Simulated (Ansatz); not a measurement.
**ZrH3 (Pm-3m): relaxation driven by ASE in Python**

A script is to give a relaxation driven by ASE; the system is ZrH3 (Pm-3m).

Computed with Ansatz 0.2.0 through its Python package. Level of theory: DFT LDA, plane waves, PAW.

### Step 1. The structure

Symmetry: Pm-3m, No. 221, cubic system. Conventional cell: a = 3.126 Å, b = 3.126 Å, c = 3.126 Å, α = 90.00°, β = 90.00°, γ = 90.00°. Zr (site symmetry m-3m) is surrounded by 12 H at 2.21 Å. H (site symmetry 4/mmm) has 4 Zr at 2.21 Å and 8 H at 2.21 Å as nearest neighbours.

The script holds or builds the structure itself.

### Step 2. Script

ase_relax.py reads:

```python
# -*- coding: utf-8 -*-
"""ASE drives the relaxation of ZrH3."""

import warnings

import ansatz as az
from ase import Atoms
from ase.calculators.calculator import Calculator, all_changes
from ase.filters import FrechetCellFilter
from ase.optimize import LBFGS
from ase.units import GPa
import numpy as np


class DFT(Calculator):
    implemented_properties = ["energy", "free_energy", "forces", "stress"]

    def calculate(self, atoms=None, properties=("energy",), system_changes=all_changes):
        super().calculate(atoms, properties, system_changes)
        bare = self.atoms.copy()
        bare.set_constraint()
        bare.set_momenta(None)
        job = (
            az.Crystal.from_ase(bare).calculation()
            .scf(tolerance=1e-05, max_iterations=80, extra_bands=6, algorithm="direct_min")
            .kpoints(3, 3, 3)
            .accuracy("medium")
            .basis(24 * az.Ry, xc_grid=1)
            .occupations("cold", width=0.1)
            .functional(az.Functional.LDA)
            .mixing("broyden", beta=0.1)
            .forces()
            .stress()
        )
        report = job.run(threads=1).report
        self.results["energy"] = self.results["free_energy"] = report["lagrangian_ev"]
        self.results["forces"] = np.array(report["forces_ev_ang"])
        s = -np.array(report["stress_gpa"]) * GPa  # ASE counts tension as positive
        self.results["stress"] = s[[0, 1, 2, 1, 0, 0], [0, 1, 2, 2, 2, 1]]

warnings.simplefilter("ignore")
atoms = Atoms(
    ["Zr", "H", "H", "H"],
    cell=[[3.12604, 0.0, 0.0], [0.0, 3.12604, 0.0], [0.0, 0.0, 3.12604]],
    scaled_positions=[
        [0.0, 0.0, 0.0],
        [0.0, 0.5, 0.5],
        [0.5, 0.0, 0.5],
        [0.5, 0.5, 0.0],
    ],
    pbc=True,
)
atoms.calc = DFT()
before = atoms.get_potential_energy(), atoms.get_volume()
target = FrechetCellFilter(atoms)
optimiser = LBFGS(target, logfile=None)


def tell():
    fmax = np.linalg.norm(target.get_forces(), axis=1).max()
    print(f"step {optimiser.nsteps:2d}  E = {atoms.get_potential_energy():.5f} eV  fmax = {fmax:.4f}  V = {atoms.get_volume():.3f} A^3")


optimiser.attach(tell)
met = optimiser.run(fmax=0.02, steps=15)
print("threshold met:", bool(met), " energy gained:", round(before[0] - atoms.get_potential_energy(), 5), "eV")
print("cell lengths and angles:", np.round(atoms.cell.cellpar(), 3))
print(np.round(atoms.get_scaled_positions(), 4))
```

### Step 3. Running it

The run is started by

```console
$ python ase_relax.py
```

Standard output:

```text
step  0  E = -4125.67215 eV  fmax = 0.2709  V = 30.548 A^3
step  1  E = -4125.67583 eV  fmax = 0.2534  V = 30.460 A^3
step  2  E = -4125.69820 eV  fmax = 0.0153  V = 29.208 A^3
threshold met: True  energy gained: 0.02606 eV
cell lengths and angles: [ 3.08  3.08  3.08 90.   90.   90.  ]
[[0.  0.  0. ]
 [0.  0.5 0.5]
 [0.5 0.  0.5]
 [0.5 0.5 0. ]]
```

Wall time 2.3 s (1 thread of Arm Neoverse V1, shared host); peak memory 0.37 GiB.

A comment line of the script is reworded here; the code is as run.

### Step 4. The engine's runs

The 3 runs, in the order started:

```csv
run,energy from run 3 (meV/atom),pressure (GPa),SCF cycles,CPU time (s)
1,6.51,-5.68,5,0.41
2,5.59,-5.33,5,0.33
3,0.00,0.34,5,0.32
```

Energies are free energies F = E - TS of the smeared occupations. 

### Step 5. Outcome

| quantity | value |
| --- | --- |
| runs compared | 3 |
| energy, last run less first | -6.51 meV/atom |

In words: Runs 1, 2, 3: each has a cutoff under the recommended one, so what rests on them isn't a property of the system. ASE moves the atoms and calls the engine once a geometry, 3 times in all; the potential energy changes by -6.51 meV/atom from the first to the last. The cutoff lies under the one recommended for these potentials. No spin polarisation was allowed. The calculator gives ASE the free energy under both names; ASE's own meaning of energy is the limit of zero smearing. For a metal this mesh is coarse. The structure comes from a database of computed cells and needn't be a stable or known phase.
